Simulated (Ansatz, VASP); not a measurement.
## Two plane-wave programs on AgCl

Contents of INCAR:

```
SYSTEM = AgCl
  PREC = Accurate
  ENCUT = 520
  EDIFF = 1E-6
  ISMEAR = 0
  SIGMA = 0.02
  LREAL = .False.
  LASPH = .True.
  NELM = 80
  ALGO = Normal
  ISIF = 2
  LWAVE = .False.
  LCHARG = .True.
  GGA = PE
  LELF = .True.
  LVHAR = .True.
  NBANDS = 16
```

KPOINTS

```
regular mesh
0
Gamma
  8 8 8
  0 0 0
```

Contents of POSCAR:

```
AgCl
1.0
    0.0000000000      2.6888435136      2.6888435136
    2.6888435136      0.0000000000      2.6888435136
    2.6888435136      2.6888435136      0.0000000000
Ag Cl
1 1
Direct
    0.0000000000      0.0000000000      0.0000000000
    0.5000000000      0.5000000000      0.5000000000
```

Input for Ansatz:

```yaml
crystal:
  lattice:
    - [0.0, 2.6888435136, 2.6888435136]
    - [2.6888435136, 0.0, 2.6888435136]
    - [2.6888435136, 2.6888435136, 0.0]
  atoms:
    - { symbol: Ag, position: [0.0, 0.0, 0.0] }
    - { symbol: Cl, position: [0.5, 0.5, 0.5] }
basis:
  ecutwfc: 420
kpoints:
  mp_grid: { grid: [8, 8, 8] }
hamiltonian:
  xc: pbe
scf:
  occupations: { method: gaussian, width: 0.02 }
output:
  forces: true
  stress: true
  eigenvalues: true
```

Alike in both runs: task single point; functional PBE; k mesh 8 × 8 × 8; occupations gaussian, width 0.02 eV; no spin polarisation.

```csv
,VASP,Ansatz
version,VASP 6.6.1,Ansatz 0.2.0
potentials or method,"VASP PAW PBE potentials, release 64 (Ag, Cl)","scalar-relativistic, plane waves, PAW"
plane-wave cutoff (eV),520,420
valence electrons in the cell,18,26
```

```csv
,VASP,Ansatz,Ansatz less VASP
gap on the k mesh at the Fermi level (eV),0.91,0.91,+0.003
least direct gap on the mesh (eV),3.51,3.52,+0.002
pressure (GPa),7.3,7.5,+0.17
```

The two sets of potentials don't hold the same shells in valence.

A k mesh can miss the band edges.
